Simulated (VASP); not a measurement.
# In in VASP: notebook

The runs below take In through single point, with PBE.

Everything below comes from runs of VASP 6.6.1. Logs are shortened: lines on timing, memory, paths and dates and some standing lists are left out, and cuts for length are marked.

### 1 Starting point

The cell holds a slab with vacuum, 3 atoms: a = 3.335 Å, b = 3.335 Å, c = 17.509 Å, α = 90.00°, β = 90.00°, γ = 120.00°.

The slab is cut from a database's or a generator's crystal, which needn't be the stable form of the element.

### 2 Single point, PBE

Input file INCAR:

```
SYSTEM = In
ALGO = Normal
DIPOL = 0.5 0.5 0.500
EDIFF = 1E-7
ENCUT = 400
GGA = PE
IDIPOL = 3
ISIF = 2
ISMEAR = 1
LASPH = .True.
LCHARG = .False.
LDIPOL = .True.
LREAL = .False.
LVACPOTAV = .True.
LVHAR = .True.
LWAVE = .False.
NBANDS = 30
NELM = 120
PREC = Accurate
SIGMA = 0.1
```

Input file KPOINTS:

```
k-points
0
Gamma
  7 7 1
  0 0 0
```

Input file POSCAR:

```
In
1.0
    3.3354847820      0.0000000000      0.0000000000
   -1.6677423910      2.8886145552      0.0000000000
    0.0000000000      0.0000000000     17.5091429200
In
3
Direct
    0.3333333300      0.6666666600      0.3426781098
    0.6666666700      0.3333333400      0.5000000000
    0.3333333300      0.6666666600      0.6573218902
```

Potentials or basis: VASP PAW PBE potentials, release 64 (In_d).

The run is started by

```sh
$ cat potpaw_PBE.64/In_d/POTCAR > POTCAR
$ mpirun -np 1 vasp_std > vasp.out
```

OUTCAR:

```text
SYSTEM = In
   EDIFF = 1E-7
   ENCUT = 400
   GGA = PE
   ISIF = 2
   ISMEAR = 1
   LASPH = .True.
   LREAL = .False.
   NELM = 120
   PREC = Accurate

 Found      8 irreducible k-points:

 Following reciprocal coordinates:
            Coordinates               Weight
  0.000000  0.000000  0.000000      1.000000
  0.142857  0.000000  0.000000      6.000000
  0.285714  0.000000  0.000000      6.000000
  0.428571  0.000000  0.000000      6.000000
  0.142857  0.142857  0.000000      6.000000
  0.285714  0.142857  0.000000     12.000000
   k-points           NKPTS =      8   k-points in BZ     NKDIM =      8   number of bands    NBANDS=     30
   number of dos      NEDOS =    301   number of ions     NIONS =      3
   total plane-waves  NPLWV =  69120
   dimension x,y,z NGX =    24 NGY =   24 NGZ =  120
   dimension x,y,z NGXF=    48 NGYF=   48 NGZF=  240
   ions per type =               3
   NGX,Y,Z   is equivalent  to a cutoff of  11.96, 11.96, 11.39 a.u.
   NGXF,Y,Z  is equivalent  to a cutoff of  23.92, 23.92, 22.79 a.u.
 SYSTEM =  In
   PREC   = accura    normal or accurate (medium, high low for compatibility)
   ISTART =      0    job   : 0-new  1-cont  2-samecut
   ICHARG =      2    charge: 1-file 2-atom 10-const
   ISPIN  =      1    spin polarized calculation?
   LNONCOLLINEAR =      F non collinear calculations
   LSORBIT =      F    spin-orbit coupling
   LASPH  =      T    aspherical Exc in radial PAW
   ENCUT  =  400.0 eV  29.40 Ry    5.42 a.u.   5.44  5.44 28.55*2*pi/ulx,y,z
   NELM   =    120;   NELMIN=  2; NELMDL= -5     # of ELM steps
   EDIFF  = 0.1E-06   stopping-criterion for ELM
   LREAL  =      F    real-space projection
   EDIFFG = 0.1E-05   stopping-criterion for IOM
   NSW    =      0    number of steps for IOM
   IBRION =     -1    ionic relax: 0-MD 1-quasi-New 2-CG
   NFREE  =      0    steps in history (QN), initial steepest desc. (CG)
   ISIF   =      2    stress and relaxation
   ISYM   =      2    0-nonsym 1-usesym 2-fastsym
   POTIM  = 0.5000    time-step for ionic-motion
   TEBEG  =    0.0;   TEEND  =   0.0 temperature during run
   PSTRESS=    0.0 pullay stress
   NELECT =      39.0000    total number of electrons
   NUPDOWN=      -1.0000    fix difference up-down
   EMIN   =  10.00;   EMAX   =-10.00  energy-range for DOS
   EFERMI =   0.00;   METHOD = LEGACY
   ISMEAR =     1;   SIGMA  =   0.10  broadening in eV -4-tet -1-fermi 0-gaus
   EFERMI_NEDOS =   21; number of points for ismear=-14 and -15
   IALGO  =     38    algorithm
   IMIX   =      4    mixing-type and parameters
     AMIX     =   0.40;   BMIX     =  1.00
     AMIX_MAG =   1.60;   BMIX_MAG =  1.00
  volume/ion in A,a.u.               =      56.23       379.48
  Fermi-wavevector in a.u.,A,eV,Ry     =   1.004751  1.898705 13.735422  1.009525
  Thomas-Fermi vector in A             =   2.137387
   LORBIT       =      0    0 simple, 1 ext, 2 COOP (PROOUT), +10 PAW based schemes
   GGA     = PE    functional components
   LHFCALC =     F    Hartree Fock is set to
   AEXX    =    0.0000 exact exchange contribution
   IVDW    =     0    specifies the selected vdW correction
   LEPSILON=     F    determine dielectric tensor
   LRPA    =     F    only Hartree local field effects (RPA)
 non-spin polarized calculation
 Methfessel and Paxton  Order N= 1 SIGMA  =   0.10
  energy-cutoff  :      400.00
  volume of cell :      168.70
 maximum number of plane-waves:      3117
 NGX is ok and might be reduce to    24
   NGX = 11   NGY = 11   NGZ = 57

 dipolmoment           0.000000      0.000000      0.000000 electrons x Angstroem

 number of electron      38.9999982 magnetization

 dipolmoment           0.000000      0.000000     -0.000000 electrons x Angstroem

 Free energy of the ion-electron system (eV)
  ---------------------------------------------------
  ext. energy  EPLUGINS =         0.00000000
  ---------------------------------------------------
  free energy    TOTEN  =        -7.32428761 eV

  energy without entropy =       -7.32199195  energy(sigma->0) =       -7.32352239

 E-fermi :   1.2580     XC(G=0):  -5.6472

 val. band max:        1.1981967407   @ k =   0.2857   0.1429   0.0000
 cond. band min:       1.2939348807   @ k =   0.4286   0.1429   0.0000
 fundamental gap:      0.0957381400
 Fermi energy:         1.2579770984

 k-point     1 :       0.0000    0.0000    0.0000
  band No.  band energies     occupation
      1     -13.1443      2.00000
      2     -13.1376      2.00000
      3     -13.0642      2.00000
      4     -13.0642      2.00000
      5     -13.0561      2.00000
      6     -13.0561      2.00000
[... 22 lines left out ...]
     29      11.2064      0.00000
     30      11.7935      0.00000

 k-point     2 :       0.1429    0.0000    0.0000
  band No.  band energies     occupation
      1     -13.1242      2.00000
      2     -13.1199      2.00000
      3     -13.0645      2.00000
      4     -13.0630      2.00000
      5     -13.0134      2.00000
      6     -13.0029      2.00000
[... 22 lines left out ...]
     29       9.9983      0.00000
     30      11.2685      0.00000

 k-point     3 :       0.2857    0.0000    0.0000
  band No.  band energies     occupation
      1     -13.1675      2.00000
      2     -13.1543      2.00000
      3     -13.0595      2.00000
      4     -13.0462      2.00000
      5     -13.0008      2.00000
      6     -12.9942      2.00000
[... 22 lines left out ...]
     29       9.0196      0.00000
     30       9.9207      0.00000

 k-point     4 :       0.4286    0.0000    0.0000
  band No.  band energies     occupation
      1     -13.2146      2.00000
      2     -13.1916      2.00000
      3     -13.1057      2.00000
      4     -13.1042      2.00000
      5     -13.0324      2.00000
      6     -12.9932      2.00000
[... 22 lines left out ...]
     29       8.9259      0.00000
     30       9.1825      0.00000

 k-point     5 :       0.1429    0.1429    0.0000
  band No.  band energies     occupation
      1     -13.0964      2.00000
      2     -13.0948      2.00000
      3     -13.0833      2.00000
      4     -13.0723      2.00000
      5     -13.0271      2.00000
      6     -13.0039      2.00000
[... 22 lines left out ...]
     29       8.4947      0.00000
     30       8.7612      0.00000

 k-point     6 :       0.2857    0.1429    0.0000
  band No.  band energies     occupation
      1     -13.1408      2.00000
      2     -13.1241      2.00000
      3     -13.0779      2.00000
      4     -13.0742      2.00000
      5     -13.0219      2.00000
      6     -12.9956      2.00000
[... 22 lines left out ...]
     29       7.8889      0.00000
     30       9.8452      0.00000

 [... further k-points ...]

------------------------ aborting loop because EDIFF is reached ----------------------------------------

  FORCE on cell =-STRESS in cart. coord.  units (eV):
  Direction    XX          YY          ZZ          XY          YZ          ZX
  --------------------------------------------------------------------------------------
  -------------------------------------------------------------------------------------
  Total        0.4380905      0.4380905     -1.2631577      0.0000000      0.0000000      0.0000000
  in kB        4.1606477      4.1606477    -11.9965039      0.0000000      0.0000000      0.0000000
  external PRESSURE =      -1.2250695 kB  Pullay stress =       0.0000000 kB

 VOLUME and BASIS-vectors are now :
 -----------------------------------------------------------------------------
  energy-cutoff  :      400.00
  volume of cell :      168.70
      direct lattice vectors                 reciprocal lattice vectors
     3.335484782  0.000000000  0.000000000     0.299806495  0.173093360  0.000000000
    -1.667742391  2.888614555  0.000000000     0.000000000  0.346186721  0.000000000
     0.000000000  0.000000000 17.509142920     0.000000000  0.000000000  0.057113018

 POSITION                                       TOTAL-FORCE (eV/Angst)
 -----------------------------------------------------------------------------------
      0.00000      1.92574      6.00000        -0.000000      0.000000      0.222312
      1.66774      0.96287      8.75457         0.000000     -0.000000      0.000000
      0.00000      1.92574     11.50914        -0.000000      0.000000     -0.222312
 -----------------------------------------------------------------------------------
    total drift:                                0.000000      0.000008      0.000000

  FREE ENERGIE OF THE ION-ELECTRON SYSTEM (eV)
  ---------------------------------------------------
  free  energy   TOTEN  =        -7.3242876054 eV

  energy  without entropy=       -7.3219919465  energy(sigma->0) =       -7.32352239

 vacuum level on the upper side and lower side of the slab         5.241         5.241
```

Wall time 29 s (1 thread of AMD EPYC 9R45 (Zen 5), shared host); peak memory 0.21 GiB.

The run converged, but some of its settings lie outside the range that counts as converged, so its numbers aren't taken as properties of the slab.

What came out:

| Property | Result |
| --- | --- |
| Free energy | -7.3243 eV |
| Largest force | 0.222 eV/Å |
| Band gap on the k mesh | none (metal or under the smearing width) |
| Work function of the upper face | 3.98 eV |
| Work function of the lower face | 3.98 eV |

### 3 Single point, PBE

This run uses another cell than the first one, of 36.96 Å³/atom, 0.657 times its volume.

INCAR: that of step 2 with these lines changed.

```diff
@@ -4,3 +4,3 @@
 EDIFF = 1E-7
-ENCUT = 400
+ENCUT = 460
 GGA = PE
```

Input file KPOINTS:

```
k-points
0
Gamma
  11 11 1
  0 0 0
```

Input file POSCAR:

```
In
1.0
    3.3354847820      0.0000000000      0.0000000000
   -1.6677423910      2.8886145552      0.0000000000
    0.0000000000      0.0000000000     11.5091429200
In
3
Direct
    0.3333333300      0.6666666600      0.2606623291
    0.6666666700      0.3333333400      0.5000000000
    0.3333333300      0.6666666600      0.7393376709
```

Potentials or basis: VASP PAW PBE potentials, release 64 (In_d).

The run is started by

```sh
$ cat potpaw_PBE.64/In_d/POTCAR > POTCAR
$ mpirun -np 1 vasp_std > vasp.out
```

OUTCAR:

```text
SYSTEM = In
   EDIFF = 1E-7
   ENCUT = 460
   GGA = PE
   ISIF = 2
   ISMEAR = 1
   LASPH = .True.
   LREAL = .False.
   NELM = 120
   PREC = Accurate

 Found     16 irreducible k-points:

 Following reciprocal coordinates:
            Coordinates               Weight
  0.000000  0.000000  0.000000      1.000000
  0.090909  0.000000  0.000000      6.000000
  0.181818  0.000000  0.000000      6.000000
  0.272727  0.000000  0.000000      6.000000
  0.363636 -0.000000  0.000000      6.000000
  0.454545  0.000000  0.000000      6.000000
   k-points           NKPTS =     16   k-points in BZ     NKDIM =     16   number of bands    NBANDS=     30
   number of dos      NEDOS =    301   number of ions     NIONS =      3
   total plane-waves  NPLWV =  48384
   dimension x,y,z NGX =    24 NGY =   24 NGZ =   84
   dimension x,y,z NGXF=    48 NGYF=   48 NGZF=  168
   ions per type =               3
   NGX,Y,Z   is equivalent  to a cutoff of  11.96, 11.96, 12.13 a.u.
   NGXF,Y,Z  is equivalent  to a cutoff of  23.92, 23.92, 24.27 a.u.
 SYSTEM =  In
   PREC   = accura    normal or accurate (medium, high low for compatibility)
   ISTART =      0    job   : 0-new  1-cont  2-samecut
   ICHARG =      2    charge: 1-file 2-atom 10-const
   ISPIN  =      1    spin polarized calculation?
   LNONCOLLINEAR =      F non collinear calculations
   LSORBIT =      F    spin-orbit coupling
   LASPH  =      T    aspherical Exc in radial PAW
   ENCUT  =  460.0 eV  33.81 Ry    5.81 a.u.   5.83  5.83 20.13*2*pi/ulx,y,z
   NELM   =    120;   NELMIN=  2; NELMDL= -5     # of ELM steps
   EDIFF  = 0.1E-06   stopping-criterion for ELM
   LREAL  =      F    real-space projection
   EDIFFG = 0.1E-05   stopping-criterion for IOM
   NSW    =      0    number of steps for IOM
   IBRION =     -1    ionic relax: 0-MD 1-quasi-New 2-CG
   NFREE  =      0    steps in history (QN), initial steepest desc. (CG)
   ISIF   =      2    stress and relaxation
   ISYM   =      2    0-nonsym 1-usesym 2-fastsym
   POTIM  = 0.5000    time-step for ionic-motion
   TEBEG  =    0.0;   TEEND  =   0.0 temperature during run
   PSTRESS=    0.0 pullay stress
   NELECT =      39.0000    total number of electrons
   NUPDOWN=      -1.0000    fix difference up-down
   EMIN   =  10.00;   EMAX   =-10.00  energy-range for DOS
   EFERMI =   0.00;   METHOD = LEGACY
   ISMEAR =     1;   SIGMA  =   0.10  broadening in eV -4-tet -1-fermi 0-gaus
   EFERMI_NEDOS =   21; number of points for ismear=-14 and -15
   IALGO  =     38    algorithm
   IMIX   =      4    mixing-type and parameters
     AMIX     =   0.40;   BMIX     =  1.00
     AMIX_MAG =   1.60;   BMIX_MAG =  1.00
  volume/ion in A,a.u.               =      36.96       249.44
  Fermi-wavevector in a.u.,A,eV,Ry     =   1.155578  2.183725 18.168676  1.335360
  Thomas-Fermi vector in A             =   2.292205
   LORBIT       =      0    0 simple, 1 ext, 2 COOP (PROOUT), +10 PAW based schemes
   GGA     = PE    functional components
   LHFCALC =     F    Hartree Fock is set to
   AEXX    =    0.0000 exact exchange contribution
   IVDW    =     0    specifies the selected vdW correction
   LEPSILON=     F    determine dielectric tensor
   LRPA    =     F    only Hartree local field effects (RPA)
 non-spin polarized calculation
 Methfessel and Paxton  Order N= 1 SIGMA  =   0.10
  energy-cutoff  :      460.00
  volume of cell :      110.89
 maximum number of plane-waves:      2502
 NGX is ok and might be reduce to    24
   NGX = 11   NGY = 11   NGZ = 41

 dipolmoment           0.000000      0.000000      0.000000 electrons x Angstroem

 number of electron      38.9999969 magnetization

 dipolmoment           0.000000      0.000000     -0.000000 electrons x Angstroem

 Free energy of the ion-electron system (eV)
  ---------------------------------------------------
  ext. energy  EPLUGINS =         0.00000000
  ---------------------------------------------------
  free energy    TOTEN  =        -7.28591661 eV

  energy without entropy =       -7.28210101  energy(sigma->0) =       -7.28464475

 E-fermi :   4.3280     XC(G=0):  -8.1563

 val. band max:        4.3109779614   @ k =   0.2727   0.0909   0.0000
 cond. band min:       4.3390101847   @ k =   0.4545   0.0000   0.0000
 fundamental gap:      0.0280322233
 Fermi energy:         4.3280008562

 k-point     1 :       0.0000    0.0000    0.0000
  band No.  band energies     occupation
      1     -10.3713      2.00000
      2     -10.3600      2.00000
      3     -10.3078      2.00000
      4     -10.2883      2.00000
      5     -10.2883      2.00000
      6     -10.2834      2.00000
[... 187 lines left out ...]
     29      12.1600      0.00000
     30      12.7937      0.00000

 [... further k-points ...]

------------------------ aborting loop because EDIFF is reached ----------------------------------------

  FORCE on cell =-STRESS in cart. coord.  units (eV):
  Direction    XX          YY          ZZ          XY          YZ          ZX
  --------------------------------------------------------------------------------------
  -------------------------------------------------------------------------------------
  Total       -0.2218318     -0.2218318      0.0976084     -0.0000000     -0.0000000     -0.0000000
  in kB       -3.2051091     -3.2051091      1.4102836     -0.0000000     -0.0000000     -0.0000000
  external PRESSURE =      -1.6666448 kB  Pullay stress =       0.0000000 kB

 VOLUME and BASIS-vectors are now :
 -----------------------------------------------------------------------------
  energy-cutoff  :      460.00
  volume of cell :      110.89
      direct lattice vectors                 reciprocal lattice vectors
     3.335484782  0.000000000  0.000000000     0.299806495  0.173093360  0.000000000
    -1.667742391  2.888614555  0.000000000     0.000000000  0.346186721  0.000000000
     0.000000000  0.000000000 11.509142920     0.000000000  0.000000000  0.086887443

 POSITION                                       TOTAL-FORCE (eV/Angst)
 -----------------------------------------------------------------------------------
      0.00000      1.92574      3.00000        -0.000000     -0.000000      0.099928
      1.66774      0.96287      5.75457         0.000000      0.000000      0.000000
      0.00000      1.92574      8.50914        -0.000000      0.000000     -0.099928
 -----------------------------------------------------------------------------------
    total drift:                               -0.000000      0.000008      0.000000

  FREE ENERGIE OF THE ION-ELECTRON SYSTEM (eV)
  ---------------------------------------------------
  free  energy   TOTEN  =        -7.2859166140 eV

  energy  without entropy=       -7.2821010087  energy(sigma->0) =       -7.28464475
```

stdout:

```text
POSCAR found type information on POSCAR In
 POSCAR found :  1 types and       3 ions
 scaLAPACK will be used
 LDA part: xc-table for (Slater+PW92), standard interpolation
 POSCAR, INCAR and KPOINTS ok, starting setup
 FFT: planning ... GRIDC
[... 61 lines left out ...]
|           W    W  A    A  R    R  N    N  II  N    N   GGGG   !!!           |
|                                                                             |
|     Did not find any points to average over, which means that no vacuum     |
|     field-free region was found. Please increase the size of  your cell     |
|     in the dimension of the dipole correction to obtain accurate            |
|     workfunction values.                                                    |
|                                                                             |
 -----------------------------------------------------------------------------
```

Run time: 30 s. Hardware: 1 thread of AMD EPYC 9R45 (Zen 5), shared host; peak memory 0.17 GiB.

The run converged, but some of its settings lie outside the range that counts as converged, so its numbers aren't taken as properties of the slab.

Results:

```yaml
Free_energy: -7.2859 eV
Largest_force: 0.100 eV/Å
Band_gap_on_the_k_mesh: none (metal or under the smearing width)
```

### 4 Single point, PBE

INCAR: that of step 3 with these lines changed.

```diff
@@ -4,3 +4,3 @@
 EDIFF = 1E-7
-ENCUT = 460
+ENCUT = 280
 GGA = PE
```

Input file KPOINTS:

```
k-points
0
Gamma
  14 14 1
  0 0 0
```

Input file POSCAR:

```
In
1.0
    3.3354847820      0.0000000000      0.0000000000
   -1.6677423910      2.8886145552      0.0000000000
    0.0000000000      0.0000000000     17.5091429200
In
3
Direct
    0.3333333300      0.6666666600      0.3426781098
    0.6666666700      0.3333333400      0.5000000000
    0.3333333300      0.6666666600      0.6573218902
```

The run is started by

```sh
$ cat potpaw_PBE.64/In_d/POTCAR > POTCAR
$ mpirun -np 1 vasp_std > vasp.out
```

Wall time 33 s (1 thread of AMD EPYC 9R45 (Zen 5), shared host); peak memory 0.16 GiB.

The run converged, but some of its settings lie outside the range that counts as converged, so its numbers aren't taken as properties of the slab.

What came out:

- Free energy: -7.3505 eV
- Largest force: 0.108 eV/Å
- Band gap on the k mesh: none (metal or under the smearing width)
- Work function of the upper face: 3.80 eV
- Work function of the lower face: 3.80 eV

Caveat: the cutoff is under 1.25 times the usual one of these potentials, so pressure, stress and relaxed cells hold a basis-set (Pulay) error.
